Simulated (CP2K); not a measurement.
Crystal: BAs.

```
As B
1.0
     3.37785    0.00000    0.00000
     1.68892    2.92530    0.00000
     1.68892    0.97510    2.75800
As B
1 1
Direct
  0.75000 0.75000 0.75000
  0.00000 0.00000 0.00000
```

Base run:

* Program: CP2K 2026.2
* Functional: PBE
* Potentials or basis: POTENTIAL_UZH As GTH-PBE-q5, B GTH-PBE-q3; TZVP-MOLOPT-PBE-GTH basis
* Density cutoff: 6123 eV
* k mesh: 10 × 10 × 10
* Occupations: fermi-dirac, width 0.1 eV
* Spin: no spin polarisation

Its results: band gap on the k mesh 1.21 eV, indirect (least direct gap 3.33 eV); pressure 3.6 GPa.

Task: The run is repeated on the same cell with these changes: functional from PBE to PBEsol; eps_default from 1.0E-10 to 1.0E-9. What comes out?

Result: Band gap on the k mesh 1.06 eV, indirect (least direct gap 3.29 eV); pressure 2.3 GPa.

Caveats: the basis of atomic orbitals isn't converged, which shifts pressures, moduli and gaps; the potentials were made for another functional, which shifts forces and pressure (some runs).
